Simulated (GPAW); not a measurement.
Crystal: HfC.

```
CELL_PARAMETERS angstrom
3.34287 0.00000 0.00000
-1.67143 2.89501 0.00000
0.00000 0.00000 5.20271
ATOMIC_POSITIONS crystal
Hf 0.33333 0.66667 0.25000
Hf 0.66667 0.33333 0.75000
C 0.00000 0.00000 0.50000
C 0.00000 0.00000 0.00000
```

The cell comes from a database or a generator and needn't be the stable form of this composition.

| Quantity | Value |
| --- | --- |
| Program | GPAW 26.7.0 |
| Task | relaxation of cell and atoms |
| Functional | PBEsol |
| Potentials or basis | PAW data sets generated in the run's folder for this functional |
| Cutoff | 800 eV |
| Basis | pw |
| k mesh | 6 × 6 × 4 |
| Occupations | fermi-dirac, width 0.05 eV |
| Spin | no spin polarisation |

At the start: pressure -6.2 GPa; volume 12.59 Å³/atom.

How do energy, volume and symmetry change on relaxing?

Over 5 steps the energy falls by 8.6 meV/atom and the volume is 12.28 Å³/atom (-2.4 %); space group P6_3/mmc (No. 194, to 0.05 Å).

The path:
| step | energy change (eV) | largest force (eV/Å) | pressure (GPa) | volume (Å³) |
| --- | --- | --- | --- | --- |
| 1 | 0.0000 | 0.0000 | -6.24 | 50.35 |
| 2 | -0.0104 | 0.0000 | -5.03 | 50.09 |
| 3 | -0.0306 | 0.0000 | 0.66 | 48.94 |
| 4 | -0.0312 | 0.0001 | 0.51 | 48.97 |
| 5 | -0.0342 | 0.0003 | -0.20 | 49.12 |

Final structure:
```
Hf C
1.0
     3.29533    0.00000    0.00000
    -1.64767    2.85384    0.00000
     0.00000    0.00000    5.22296
Hf C
2 2
Direct
  0.33333 0.66667 0.25000
  0.66667 0.33333 0.75000
  0.00000 0.00000 0.50000
  0.00000 0.00000 0.00000
```

Caveat: the k mesh is coarse (spacing up to 0.36 Å⁻¹), so the values aren't converged; later steps reuse the first step's grids.
